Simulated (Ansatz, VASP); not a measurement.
**One calculation of SiC, two programs**

File POSCAR:

```
SiC
1.0
    3.0753562392      0.0000000000      0.0000000000
   -1.5376781196      2.6633366288      0.0000000000
    0.0000000000      0.0000000000      5.0481080910
Si C
2 2
Direct
    0.3333333333      0.6666666667     -0.0004083989
    0.6666666667      0.3333333333      0.4995916011
    0.3333333333      0.6666666667      0.3754083989
    0.6666666667      0.3333333333      0.8754083989
```

INCAR.step1

```
  PREC = Accurate
  ENCUT = 520
  ISMEAR = 0
  SIGMA = 0.01
  LREAL = False
  LASPH = True
  NELM = 100
  NBANDS = 16
  GGA = PE
  ALGO = Normal
  EDIFF = 1E-4
  LWAVE = True
  LCHARG = False
```

File INCAR.step2:

```
  PREC = Accurate
  ENCUT = 520
  EDIFF = 1E-7
  ISMEAR = 0
  SIGMA = 0.01
  LREAL = False
  LASPH = True
  NELM = 100
  ALGO = Normal
  ISIF = 2
  LWAVE = False
  LCHARG = False
  METAGGA = R2SCAN
  LMIXTAU = True
  NBANDS = 16
  ISTART = 1
```

The input KPOINTS:

```
regular mesh
0
Gamma
  12 12 6
```

Input for Ansatz:

```yaml
crystal:
  lattice:
    - [3.0753562392, 0.0, 0.0]
    - [-1.5376781196, 2.6633366288, 0.0]
    - [0.0, 0.0, 5.048108091]
  atoms:
    - { symbol: Si, position: [0.3333333333, 0.6666666667, -0.0004083989] }
    - { symbol: Si, position: [0.6666666667, 0.3333333333, 0.4995916011] }
    - { symbol: C, position: [0.3333333333, 0.6666666667, 0.3754083989] }
    - { symbol: C, position: [0.6666666667, 0.3333333333, 0.8754083989] }
kpoints:
  mp_grid: { grid: [12, 12, 6] }
  band_path:
    path:
      - [0.0, 0.0, 0.0]
      - [0.5, 0.0, 0.0]
      - [0.3333333333, 0.3333333333, 0.0]
      - [0.0, 0.0, 0.5]
      - [0.5, 0.0, 0.5]
      - [0.3333333333, 0.3333333333, 0.5]
    npoints: 1
hamiltonian:
  xc: r2scan
scf:
  occupations: { method: fixed }
  n_extra_bands: 5
output:
  forces: true
  stress: true
  eigenvalues: true
```

The cell was built by a generator and needn't be a form met in nature.

Alike in both runs: task single point; functional r2SCAN; k mesh 12 × 12 × 6; no spin polarisation.

|  | VASP | Ansatz |
| --- | --- | --- |
| version | VASP 6.6.1 | Ansatz 0.2.0 |
| potentials or method | VASP PAW PBE potentials, release 64 (Si, C) | plane waves, PAW |
| plane-wave cutoff (eV) | 520 | 500 |
| occupations | gaussian, width 0.01 eV | fixed |
| valence electrons in the cell | 16 | 16 |

```tsv
	VASP	Ansatz	Ansatz less VASP
gap on the k mesh at the Fermi level (eV)	2.66	2.65	-0.007
pressure (GPa)	-0.2	0.0	+0.19
```

Caveats: the PAW data sets were made with another functional, which shifts forces and pressure a little (VASP). A k mesh can miss the band edges. r2SCAN opens gaps a little over a GGA but as a rule still falls short of measured ones.
